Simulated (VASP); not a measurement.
Wanted: the native input for a VASP 6.6.1 run.

| Item | Value |
| --- | --- |
| Task | optical spectrum |
| Functional | PBE |
| Potentials or basis | VASP PAW PBE potentials, release 64 (Ir, O) |
| Cutoff | 520 eV |
| k mesh | 12 × 12 × 18 |
| Occupations | gaussian, width 0.05 eV |
| Spin | no spin polarisation |
| Further INCAR settings | ALGO = Normal; EDIFF = 1e-06; NBANDS = 69 |

The structure of IrO2 lies in POSCAR:

```
IrO2                                    
1.0
    4.4837704648      0.0000000000      0.0000000000
   -0.0000000000      4.4837704648      0.0000000000
    0.0000000000      0.0000000000      3.1637946960
  Ir              O             
     2     4
Direct
     0.0000000000000000    0.0000000000000000    0.0000000000000000
     0.5000000000000000    0.5000000000000000    0.5000000000000000
     0.3088508816894303    0.3088508816894303    0.0000000000000000
     0.1911491183105698    0.8088508816894302    0.5000000000000000
     0.6911491183105698    0.6911491183105698    0.0000000000000000
     0.8088508816894302    0.1911491183105698    0.5000000000000000
```

One way to write it, as run:

INCAR

```
SYSTEM = IrO2
PREC = Accurate
ENCUT = 520
EDIFF = 1E-6
ISMEAR = 0
SIGMA = 0.05
LREAL = .False.
LASPH = .True.
NELM = 80
ALGO = Normal
ISIF = 2
LWAVE = .False.
LCHARG = .False.
GGA = PE
LOPTICS = .True.
NBANDS = 69
NEDOS = 3000
CSHIFT = 0.05
WPLASMAI = 0
KPAR = 4
```

KPOINTS

```
regular mesh
0
Gamma
  12 12 18
  0 0 0
```

Potentials or basis: VASP PAW PBE potentials, release 64 (Ir, O).

The run is started by

```bash
$ cat potpaw_PBE.64/Ir/POTCAR potpaw_PBE.64/O/POTCAR > POTCAR
$ mpirun -np 4 vasp_std > vasp.out
```

It gave:

* Pressure: 9.7 GPa
* Largest force: 0.052 eV/Å
* Band gap on the k mesh: none (metal or under the smearing width)

Caveat: independent-particle spectra lack excitons; the intraband (Drude) part of a metal's response may be missing.

Wall time 99 s on 4 MPI ranks on Intel(R) Xeon(R) 6975P-C (Granite Rapids), with other jobs on the host, peak memory 1.6 GiB a rank.
